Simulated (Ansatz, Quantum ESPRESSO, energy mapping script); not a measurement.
# MnO2 monolayer: J from the energies of magnetic orders, part 2 of 3

Wanted: the magnetic order of MnO2 monolayer, its couplings and an estimate of its ordering temperature, by PBE+U (3.6 eV), QE, GBRV.

PBE with U = 3.6 eV on Mn d, ortho-atomic projectors; plane waves, U on orthogonalised atomic orbitals unless named otherwise, collinear spin, no spin–orbit coupling.

So far. Step 3 (Order 1: parallel, cell A of 6 atoms): The run ends ferromagnetic.

### 4. Compensated +− start in cell A (6 atoms)

Level of this step: PBE with U = 3.6 eV on Mn d, ortho-atomic projectors, GBRV potentials (Quantum ESPRESSO).

This order reverses 4 of the 6 neighbours at 2.86 Å, 4 of the 6 neighbours at 4.95 Å and 0 of the 6 neighbours at 5.71 Å, counted for an average magnetic atom.

pw.in reads:

```
&control
  calculation = 'scf'
  prefix = 'pw'
  outdir = './tmp/'
  pseudo_dir = './pseudo/'
  verbosity = 'low'
/
&system
  ibrav = 0
  nat = 6
  ntyp = 3
  ecutwfc = 45
  ecutrho = 360
  nbnd = 39
  occupations = 'smearing'
  smearing = 'fd'
  degauss = 0.00367493
  nspin = 2
  starting_magnetization(1) = 0.3000
  starting_magnetization(2) = -0.3000
/
&electrons
  conv_thr = 1.5e-08
  electron_maxstep = 120
  mixing_beta = 0.3
  mixing_mode = 'plain'
/
ATOMIC_SPECIES
  Mn1 54.9380 Mn.upf
  Mn2 54.9380 Mn.upf
  O 15.9990 O.upf
CELL_PARAMETERS angstrom
  2.85687000 0.00000000 0.00000000
  -2.85687000 4.94824400 0.00000000
  0.00000000 0.00000000 16.89689100
ATOMIC_POSITIONS crystal
  Mn1 0.00000000 0.00000000 0.50000000
  Mn2 0.00000000 0.50000000 0.50000000
  O 0.66666667 0.16666667 0.55613100
  O 0.66666667 0.66666667 0.55613100
  O 0.33333333 0.33333333 0.44386900
  O 0.33333333 0.83333333 0.44386900
K_POINTS automatic
  10 5 1 0 0 0
HUBBARD {ortho-atomic}
U Mn1-3d 3.6
U Mn2-3d 3.6
```

Launch:

```
OMP_NUM_THREADS=1 mpirun -n 4 pw.x -nk 4 -in pw.in > pw.out
```

The log of the run:

```text
[banner, memory and clock lines left out]
Program PWSCF v.7.5 starts
[...]
unit-cell volume          =    1611.9256 (a.u.)^3
     number of atoms/cell      =            6
[...]
number of electrons       =        54.00
     number of Kohn-Sham states=           39
     kinetic-energy cutoff     =      45.0000  Ry
     charge density cutoff     =     360.0000  Ry
     scf convergence threshold =      1.5E-08
[...]
Exchange-correlation= SLA  PW   PBE  PBE
[...]
Hubbard projectors: ortho-atomic
     Hubbard parameters of DFT+U (Dudarev formulation) in eV:
[...]
atomic species   magnetization
[...]
4 Sym. Ops., with inversion, found
[...]
number of k points=    18  Fermi-Dirac smearing, width (Ry)=  0.0037
[...]
Number of occupied Hubbard levels =   10.0000
     Atomic wfc used for Hubbard projectors are orthogonalized
[...]
iteration #  1     ecut=    45.00 Ry     beta= 0.30
[...]
Number of occupied Hubbard levels =    7.9248
[...]
total energy              =    -550.37464953 Ry
     estimated scf accuracy    <       4.38434438 Ry
     total magnetization       =    -0.00 Bohr mag/cell
     absolute magnetization    =     6.82 Bohr mag/cell
     iteration #  2     ecut=    45.00 Ry     beta= 0.30
[...]
total energy              =    -551.19336243 Ry
     estimated scf accuracy    <       1.02870194 Ry
     total magnetization       =     0.00 Bohr mag/cell
     absolute magnetization    =     7.14 Bohr mag/cell
     iteration #  3     ecut=    45.00 Ry     beta= 0.30
[...]
total energy              =    -551.35342128 Ry
     estimated scf accuracy    <       0.13999479 Ry
     total magnetization       =     0.00 Bohr mag/cell
     absolute magnetization    =     7.01 Bohr mag/cell
[...]
total energy              =    -551.40766706 Ry
[...]
iteration # 14     ecut=    45.00 Ry     beta= 0.30
[...]
total energy              =    -551.40766719 Ry
     estimated scf accuracy    <       0.00000004 Ry
     total magnetization       =    -0.00 Bohr mag/cell
     absolute magnetization    =     6.80 Bohr mag/cell
     iteration # 15     ecut=    45.00 Ry     beta= 0.30
[...]
Magnetic moment per site  (integrated on atomic sphere of radius R)
     atom   1 (R=0.275)  charge= 11.7218  magn=  2.6885
     atom   2 (R=0.275)  charge= 11.7218  magn= -2.6885
[...]
Atomic magnetic moment for atom   2 =  -3.08163
     SPIN  1
     eigenvalues:
[...]
eigenvectors (columns):
[...]
occupation matrix ns (before diag.):
[...]
SPIN  2
     eigenvalues:
[...]
eigenvectors (columns):
[...]
occupation matrix ns (before diag.):
[...]
0.003  0.000  0.217  0.810 -0.000
       0.000  0.232  0.000 -0.000  0.794
     Number of occupied Hubbard levels =   10.0938
 ------ SPIN UP ------------
          k = 0.0000 0.0000 0.0000 (  8197 PWs)   bands (ev):
   -85.4393 -81.8387 -54.1578 -54.0980 -54.0793 -50.7135 -50.6761 -50.4198
   -22.7854 -21.1987 -20.9913 -20.5952 -10.6032  -9.7127  -9.1913  -8.9566
    -8.4827  -7.9003  -6.9581  -6.6615  -6.2636  -6.1639  -5.3192  -5.2823
[...]
0.9948   1.0372   3.2481   3.7396   4.0713   5.5202   5.8786
          k = 0.0000 0.1155 0.0000 (  8208 PWs)   bands (ev):
[...]
0.8062   0.9627   3.5363   3.9811   4.3547   5.7706   6.1956
          k = 0.0000 0.2309 0.0000 (  8218 PWs)   bands (ev):
[...]
0.4515   0.9120   4.3257   4.6713   5.1571   5.5318   5.7733
[...]
k = 0.3000-0.0577 0.0000 (  8205 PWs)   bands (ev):
[...]
k =-0.5000-0.2887 0.0000 (  8264 PWs)   bands (ev):
[...]
k =-0.5000-0.1732 0.0000 (  8214 PWs)   bands (ev):
[...]
k =-0.5000-0.0577 0.0000 (  8212 PWs)   bands (ev):
[...]
------ SPIN DOWN ----------
[...]
k = 0.3000-0.0577 0.0000 (  8205 PWs)   bands (ev):
[...]
k = 0.4000 0.4619 0.0000 (  8222 PWs)   bands (ev):
[...]
k = 0.4000 0.0000 0.0000 (  8214 PWs)   bands (ev):
[...]
k =-0.5000-0.2887 0.0000 (  8264 PWs)   bands (ev):
[...]
k =-0.5000-0.1732 0.0000 (  8214 PWs)   bands (ev):
[...]
0.6316   0.9712   8.0156   8.0482   8.3769   8.3838   9.1056
          k =-0.5000-0.0577 0.0000 (  8212 PWs)   bands (ev):
[...]
-8.3621  -7.8077  -7.5918  -7.2954  -6.7023  -6.5772  -6.3635  -5.8378
    -5.4149  -5.1364  -4.6067  -1.4746  -1.4571  -0.6236  -0.4967  -0.2227
     0.5805   0.7730   7.8451   7.8549   7.9287   7.9378   8.7538
     the Fermi energy is    -3.2174 ev
!    total energy              =    -551.40766729 Ry
     estimated scf accuracy    <          5.6E-09 Ry
     smearing contrib. (-TS)   =      -0.00000000 Ry
     internal energy E=F+TS    =    -551.40766729 Ry
     The total energy is F=E-TS. E is the sum of the following terms:
     one-electron contribution =   -2977.52694566 Ry
     hartree contribution      =    1488.81970291 Ry
     xc contribution           =     -82.20782983 Ry
     ewald contribution        =    1019.17929948 Ry
     Hubbard energy            =       0.32810582 Ry
     total magnetization       =     0.00 Bohr mag/cell
     absolute magnetization    =     6.80 Bohr mag/cell
     convergence has been achieved in  15 iterations
```

Run time: 1.7 min. Hardware: 4 MPI ranks of Arm Neoverse V1, shared host; peak memory 1.5 GiB; 6.9 min of CPU time.

Spin moment in the sphere by atom:

```csv
atom,spin moment in the sphere (μB)
Mn1,2.69
Mn2,-2.69
O3,-0.03
O4,0.03
O5,0.03
O6,-0.03
```

The run ends antiferromagnetic, 49.74 meV a magnetic atom above the parallel order of its cell.

### 5. Order 3: parallel, cell B of 9 atoms

The parallel order again, as the reference for this cell.

pw.in reads:

```
&control
  calculation = 'scf'
  prefix = 'pw'
  outdir = './tmp/'
  pseudo_dir = './pseudo/'
  verbosity = 'low'
/
&system
  ibrav = 0
  nat = 9
  ntyp = 2
  ecutwfc = 45
  ecutrho = 360
  nbnd = 64
  occupations = 'smearing'
  smearing = 'fd'
  degauss = 0.00367493
  nspin = 2
  starting_magnetization(1) = 0.3000
/
&electrons
  conv_thr = 2.2e-08
  electron_maxstep = 120
  mixing_beta = 0.3
  mixing_mode = 'plain'
/
ATOMIC_SPECIES
  Mn 54.9380 Mn.upf
  O 15.9990 O.upf
CELL_PARAMETERS angstrom
  2.85687000 0.00000000 0.00000000
  -4.28530500 7.42236599 0.00000000
  0.00000000 0.00000000 16.89689100
ATOMIC_POSITIONS crystal
  Mn 0.00000000 0.00000000 0.50000000
  Mn 0.00000000 0.33333333 0.50000000
  Mn 0.00000000 0.66666667 0.50000000
  O 0.66666667 0.11111111 0.55613100
  O 0.66666667 0.44444444 0.55613100
  O 0.66666667 0.77777778 0.55613100
  O 0.33333333 0.22222222 0.44386900
  O 0.33333333 0.55555556 0.44386900
  O 0.33333333 0.88888889 0.44386900
K_POINTS automatic
  12 4 1 0 0 0
HUBBARD {ortho-atomic}
U Mn-3d 3.6
```

The log of the run:

```text
[banner, memory and clock lines left out]
Program PWSCF v.7.5 starts
[...]
unit-cell volume          =    2417.8884 (a.u.)^3
     number of atoms/cell      =            9
[...]
number of electrons       =        81.00
     number of Kohn-Sham states=           64
     kinetic-energy cutoff     =      45.0000  Ry
     charge density cutoff     =     360.0000  Ry
[...]
The total energy is F=E-TS. E is the sum of the following terms:
     one-electron contribution =   -4466.35083157 Ry
     hartree contribution      =    2233.31952564 Ry
     xc contribution           =    -123.34269482 Ry
     ewald contribution        =    1528.76895185 Ry
     Hubbard energy            =       0.48258646 Ry
     total magnetization       =     9.00 Bohr mag/cell
     absolute magnetization    =    10.39 Bohr mag/cell
     convergence has been achieved in  17 iterations
[key lines of the parts left out:]
!    total energy              =    -827.12246244 Ry
the Fermi energy is    -3.0938 ev
```

Wall time 5 min (4 MPI ranks); peak memory 2.3 GiB.

The run ends ferromagnetic. For each magnetic atom its energy differs from the parallel run of the first cell by 0.02 meV, an error that one common reference would have brought in.

### 6. Order 4: uncompensated ++−, cell B of 9 atoms

This order reverses 2.67 of the 6 neighbours at 2.86 Å, 4 of the 6 neighbours at 4.95 Å and 2.67 of the 6 neighbours at 5.71 Å, counted for an average magnetic atom.

Changes to pw.in since step 5:

```diff
@@ -10,6 +10,6 @@
   nat = 9
-  ntyp = 2
+  ntyp = 3
   ecutwfc = 45
   ecutrho = 360
-  nbnd = 64
+  nbnd = 59
   occupations = 'smearing'
@@ -19,2 +19,3 @@
   starting_magnetization(1) = 0.3000
+  starting_magnetization(2) = -0.3000
 /
@@ -27,3 +28,4 @@
 ATOMIC_SPECIES
-  Mn 54.9380 Mn.upf
+  Mn1 54.9380 Mn.upf
+  Mn2 54.9380 Mn.upf
   O 15.9990 O.upf
@@ -34,5 +36,5 @@
 ATOMIC_POSITIONS crystal
-  Mn 0.00000000 0.00000000 0.50000000
-  Mn 0.00000000 0.33333333 0.50000000
-  Mn 0.00000000 0.66666667 0.50000000
+  Mn1 0.00000000 0.00000000 0.50000000
+  Mn1 0.00000000 0.33333333 0.50000000
+  Mn2 0.00000000 0.66666667 0.50000000
   O 0.66666667 0.11111111 0.55613100
@@ -46,2 +48,3 @@
 HUBBARD {ortho-atomic}
-U Mn-3d 3.6
+U Mn1-3d 3.6
+U Mn2-3d 3.6
```

The log of the run:

```text
[banner, memory and clock lines left out]
Program PWSCF v.7.5 starts
[...]
unit-cell volume          =    2417.8884 (a.u.)^3
     number of atoms/cell      =            9
[...]
number of electrons       =        81.00
     number of Kohn-Sham states=           59
     kinetic-energy cutoff     =      45.0000  Ry
     charge density cutoff     =     360.0000  Ry
[...]
The total energy is F=E-TS. E is the sum of the following terms:
     one-electron contribution =   -4466.32259141 Ry
     hartree contribution      =    2233.26844293 Ry
     xc contribution           =    -123.32043047 Ry
     ewald contribution        =    1528.76895185 Ry
     Hubbard energy            =       0.48966133 Ry
     total magnetization       =     3.00 Bohr mag/cell
     absolute magnetization    =    10.26 Bohr mag/cell
     convergence has been achieved in  16 iterations
[key lines of the parts left out:]
!    total energy              =    -827.11596577 Ry
the Fermi energy is    -3.0312 ev
```

Run time: 4.6 min. Hardware: 4 MPI ranks; peak memory 2.3 GiB.

The run ends ferrimagnetic, 29.46 meV a magnetic atom above the parallel order of its cell.

### 7. Run 5 (parallel; cell C, 9 atoms)

The parallel order again, as the reference for this cell.

This run holds the same structure in another cell (a 2.857 → 4.948 Å, γ 120.0 → 30.0°).

pw.in reads:

```
&control
  calculation = 'scf'
  prefix = 'pw'
  outdir = './tmp/'
  pseudo_dir = './pseudo/'
  verbosity = 'low'
/
&system
  ibrav = 0
  nat = 9
  ntyp = 2
  ecutwfc = 45
  ecutrho = 360
  nbnd = 64
  occupations = 'smearing'
  smearing = 'fd'
  degauss = 0.00367493
  nspin = 2
  starting_magnetization(1) = 0.3000
/
&electrons
  conv_thr = 2.2e-08
  electron_maxstep = 120
  mixing_beta = 0.3
  mixing_mode = 'plain'
/
ATOMIC_SPECIES
  Mn 54.9380 Mn.upf
  O 15.9990 O.upf
CELL_PARAMETERS angstrom
  0.00000000 4.94824400 0.00000000
  -4.28530500 7.42236599 0.00000000
  0.00000000 0.00000000 16.89689100
ATOMIC_POSITIONS crystal
  Mn 0.00000000 0.00000000 0.50000000
  Mn 0.00000000 0.33333333 0.50000000
  Mn 0.00000000 0.66666667 0.50000000
  O 0.66666667 0.66666667 0.55613100
  O 0.66666667 0.00000000 0.55613100
  O 0.66666667 0.33333333 0.55613100
  O 0.33333333 0.00000000 0.44386900
  O 0.33333333 0.33333333 0.44386900
  O 0.33333333 0.66666667 0.44386900
K_POINTS automatic
  10 10 1 0 0 0
HUBBARD {ortho-atomic}
U Mn-3d 3.6
```

The log of the run:

```text
[banner, memory and clock lines left out]
Program PWSCF v.7.5 starts
[...]
unit-cell volume          =    2417.8884 (a.u.)^3
     number of atoms/cell      =            9
[...]
number of electrons       =        81.00
     number of Kohn-Sham states=           64
     kinetic-energy cutoff     =      45.0000  Ry
     charge density cutoff     =     360.0000  Ry
[...]
The total energy is F=E-TS. E is the sum of the following terms:
     one-electron contribution =   -4466.34989028 Ry
     hartree contribution      =    2233.31851052 Ry
     xc contribution           =    -123.34262007 Ry
     ewald contribution        =    1528.76894922 Ry
     Hubbard energy            =       0.48258423 Ry
     total magnetization       =     9.00 Bohr mag/cell
     absolute magnetization    =    10.39 Bohr mag/cell
     convergence has been achieved in  17 iterations
[key lines of the parts left out:]
!    total energy              =    -827.12246637 Ry
the Fermi energy is    -3.0900 ev
```

Run time: 5.3 min. Hardware: 4 MPI ranks; peak memory 2.5 GiB; 21 min of CPU time.

The run ends ferromagnetic. For each magnetic atom its energy differs from the parallel run of the first cell by 0.01 meV, an error that one common reference would have brought in.

### 8. Order 6: uncompensated ++−, cell C of 9 atoms

This order reverses 4 of the 6 neighbours at 2.86 Å, 0 of the 6 neighbours at 4.95 Å and 4 of the 6 neighbours at 5.71 Å, counted for an average magnetic atom.

Changes to pw.in since step 7:

```diff
@@ -10,6 +10,6 @@
   nat = 9
-  ntyp = 2
+  ntyp = 3
   ecutwfc = 45
   ecutrho = 360
-  nbnd = 64
+  nbnd = 59
   occupations = 'smearing'
@@ -19,2 +19,3 @@
   starting_magnetization(1) = 0.3000
+  starting_magnetization(2) = -0.3000
 /
@@ -27,3 +28,4 @@
 ATOMIC_SPECIES
-  Mn 54.9380 Mn.upf
+  Mn1 54.9380 Mn.upf
+  Mn2 54.9380 Mn.upf
   O 15.9990 O.upf
@@ -34,5 +36,5 @@
 ATOMIC_POSITIONS crystal
-  Mn 0.00000000 0.00000000 0.50000000
-  Mn 0.00000000 0.33333333 0.50000000
-  Mn 0.00000000 0.66666667 0.50000000
+  Mn1 0.00000000 0.00000000 0.50000000
+  Mn1 0.00000000 0.33333333 0.50000000
+  Mn2 0.00000000 0.66666667 0.50000000
   O 0.66666667 0.66666667 0.55613100
@@ -46,2 +48,3 @@
 HUBBARD {ortho-atomic}
-U Mn-3d 3.6
+U Mn1-3d 3.6
+U Mn2-3d 3.6
```

The log of the run:

```text
[banner, memory and clock lines left out]
Program PWSCF v.7.5 starts
[...]
unit-cell volume          =    2417.8884 (a.u.)^3
     number of atoms/cell      =            9
[...]
number of electrons       =        81.00
     number of Kohn-Sham states=           59
     kinetic-energy cutoff     =      45.0000  Ry
     charge density cutoff     =     360.0000  Ry
[...]
The total energy is F=E-TS. E is the sum of the following terms:
     one-electron contribution =   -4466.32028043 Ry
     hartree contribution      =    2233.25542610 Ry
     xc contribution           =    -123.31083552 Ry
     ewald contribution        =    1528.76894922 Ry
     Hubbard energy            =       0.49301300 Ry
     total magnetization       =     3.00 Bohr mag/cell
     absolute magnetization    =    10.21 Bohr mag/cell
     convergence has been achieved in  15 iterations
[key lines of the parts left out:]
!    total energy              =    -827.11372763 Ry
the Fermi energy is    -3.1951 ev
```

Wall time 4.5 min (4 MPI ranks); peak memory 2.4 GiB; 18 min of CPU time.

The run ends ferrimagnetic, 39.63 meV a magnetic atom above the parallel order of its cell.

[end of part 2 of 3]

[Logs and program files are shortened in this print: banners, set-up blocks, solver, clock and traceback lines can be left out without a mark of their own.]

[Logs are printed without paths, hosts, clocks, repeated set-up lines and the standing remarks that a program may print on its own settings, such as how far it seeks lower states.]

[Hosts, paths, dates, database ids (printed as entryN), source tags and the programs' standing remarks are cut or masked in the printed files.]

[Where a cell is said to come from a database of computed structures, the database is the Materials Project.]
